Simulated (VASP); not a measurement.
A run of VASP 6.6.1:

File INCAR:

```
SYSTEM = AlFe
  PREC = Accurate
  ENCUT = 520
  EDIFF = 1E-6
  ISMEAR = 0
  SIGMA = 0.05
  LREAL = .False.
  LASPH = .True.
  NELM = 80
  ALGO = Fast
  ISIF = 2
  LWAVE = .False.
  LCHARG = .False.
  GGA = PE
  NBANDS = 12
```

The input KPOINTS:

```
regular mesh
0
Gamma
  16 16 16
  0 0 0
```

POSCAR

```
AlFe
1.0
    2.8637826035      0.0000000000      0.0000000000
    0.0000000000      2.8637826035      0.0000000000
    0.0000000000      0.0000000000      2.8637826035
Al Fe
1 1
Direct
    0.0000000000      0.0000000000      0.0000000000
    0.5000000000      0.5000000000      0.5000000000
```

Potentials or basis: VASP PAW PBE potentials, release 64 (Al, Fe).

Command:

```sh
$ cat potpaw_PBE.64/Al/POTCAR potpaw_PBE.64/Fe/POTCAR > POTCAR
$ mpirun -np 1 vasp_std > vasp.out
```

Hardware: 1 thread of Intel(R) Xeon(R) 6975P-C (Granite Rapids), with other jobs on the host.

Problem. How long does it take, and how much memory?

Solution. It took 26 s on 1 thread of Intel(R) Xeon(R) 6975P-C (Granite Rapids), on a shared host, peak memory 0.17 GiB. Counts: scf iterations 16, k points 165.
